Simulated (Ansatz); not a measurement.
Ansatz input

```yaml
crystal:
  lattice:
    - [-4.8479049428, 4.4458261026, 1.6242569389]
    - [4.4458261026, -4.8479049428, 1.6242569389]
    - [4.2619935672, 4.2619935672, -2.3606650711]
  atoms:
    - { symbol: Te, position: [0.0786997116, 0.9213002884, 0.0] }
    - { symbol: Te, position: [0.6713002884, 0.3286997116, 0.5] }
hamiltonian:
  xc: rpbe
  pseudopotentials:
    kind: paw
    azcp:
      Te: "pseudopotentials/Te.paw.azcp"
basis:
  ecutwfc: 420
  fft_grid_basis: typed
kpoints:
  mp_grid: { grid: [13, 13, 7], shift: [0, 0, 0] }
magnetization:
  spin_polarized: false
scf:
  occupations: { method: fermi_dirac, width: 0.1 }
  lower_state_search: "off"
output:
  stress: true
```

Output

```
Engine: ansatz 0.2.0, aarch64-unknown-linux-gnu
Pseudopotentials: kind: paw
Pseudopotential: Te, paw, valence charge 16, recommended cutoff 420 eV (normal) 
Functional definition: RPBE
  parameter kappa = 0.804
  parameter beta = 0.06672455060314922
  exchange = rpbe_x(kappa = kappa, mu = beta*pi^2/3)
  correlation = pbe_c(beta = beta)
Crystal: 2 atoms, lattice volume = 119.852 Å³
Basis set: ecut = 420 eV, 2359 PW (Γ)
Bands: 20, of which v1, the nominal top of the filled ones, is band 16 counted from 1 (15 counted from 0)
Symmetry: 4 space group operations
Space group: C2/c (ITA 15), of the structure as read, at distance tolerance 4.9e-5 Å
k-points: 322 of 1183
Non-local potential: Te, projectors of the file, l = 0: 2, l = 1: 2, l = 2: 2, l = 3: 2
PAW form: soft (Blöchl's): semilocal exchange-correlation on the pseudo side does not see the compensation charge
PAW frozen core: Te, regenerated for the run's functional, and the local potential with it (the file was generated under x = pbe(κ = 0.804, μ = 0.2195149727645171), c = pbe(β = 0.06672455060314922))
PAW one-centre angular grid: Te, 590 points (default); XC on 64 Gauss nodes
Initial density: superposition of atomic densities (neutral atoms: chi_scale 0, normalization atom), corrected by the library's trained network
Initial wavefunctions: pseudopotential atomic-orbital guess
Functional: x = rpbe, c = pbe(β = 0.06672455060314922)
SCF iter   1: F=—  HF=-13977.506732 eV  |F-HF|=—  |Δ(HF+E_count)|=         —  Δρ=1.70e-3  dr2=1.89e-3  ethr=1.77e-3  ⟨swp⟩=6.6  Hψ=33065  notcnv=0
SCF iter   2: F=—  HF=-13977.507624 eV  |F-HF|=—  |Δ(HF+E_count)|=   8.92e-4  Δρ=7.31e-4  dr2=6.67e-4  ethr=5.91e-6  ⟨swp⟩=2.2  Hψ=15511  notcnv=0
SCF iter   3: F=—  HF=-13977.507218 eV  |F-HF|=—  |Δ(HF+E_count)|=   4.06e-4  Δρ=1.88e-4  dr2=4.87e-5  ethr=2.08e-6  ⟨swp⟩=2.0  Hψ=11618  notcnv=0
SCF iter   4: F=—  HF=-13977.507245 eV  |F-HF|=—  |Δ(HF+E_count)|=   2.64e-5  Δρ=1.05e-4  dr2=1.05e-5  ethr=1.52e-7  ⟨swp⟩=2.0  Hψ=11649  notcnv=0
SCF iter   5: F=—  HF=-13977.507241 eV  |F-HF|=—  |Δ(HF+E_count)|=   3.58e-6  Δρ=2.12e-5  dr2=6.56e-7  ethr=3.29e-8  ⟨swp⟩=2.0  Hψ=11613  notcnv=0
SCF iter   6: F=-13977.507241 eV  HF=-13977.507241 eV  |F-HF|=2.70e-8  |Δ(HF+E_count)|=   2.12e-9  Δρ=4.29e-6  dr2=1.95e-8  ethr=3.13e-10  ⟨swp⟩=5.6  Hψ=25504  notcnv=0
SCF 1 converged in 6 iterations: F = -13977.507241 eV  dr2 = 1.95e-8
SCF converged after 6 iterations
Free energy (F): -13977.507241 eV
Harris-Foulkes:  -13977.507241 eV  (|F-HF|=2.70e-8)
Internal energy: -13977.466182 eV  (E = F + TS)
E sigma→0 (E₀):  -13977.486712 eV
Entropy (-TS):   -0.041059 eV (-20.530 meV/atom)
Fermi energy:    2.702318 eV
--- Per-component energies (eV) ---
  E_band       = -712.811167
  E_kinetic    = 356.610567
  E_local      = -4404.535673  (includes V_loc(G=0)·N_el)
  E_nonlocal   = -622.996182
  E_hartree    = 2460.165404
  E_xc         = -246.644287
  E_vxc        = -204.635657  (∫ρ·V_xc dr)
  E_paw        = -9341.596911  (= ΣΔE_a)
  E_vpaw       = -757.578028  (= ΣTr[D̂ρ^β])
  E_aug_tail   = -0.000393  (compensation charges beyond the density's cutoff)
  E_ewald      = -2178.390737
  E_core_change = -0.077969  (= ΣΔE_core)
  E_smearing   = -0.041059  (= −TS)
  E_closure    = 0.000000  (closes the sum)
  Σ components = -13977.507241   (vs F -13977.507241, Δ=0.00e0)
--- Stress (GPa, compression-positive) ---
       -1.489833      -1.037682      -0.058893
       -1.037682      -1.489833      -0.058893
       -0.058893      -0.058893      -1.525087
  P = ⅓ Tr σ = -1.5016 GPa (-15.016 kbar)
```
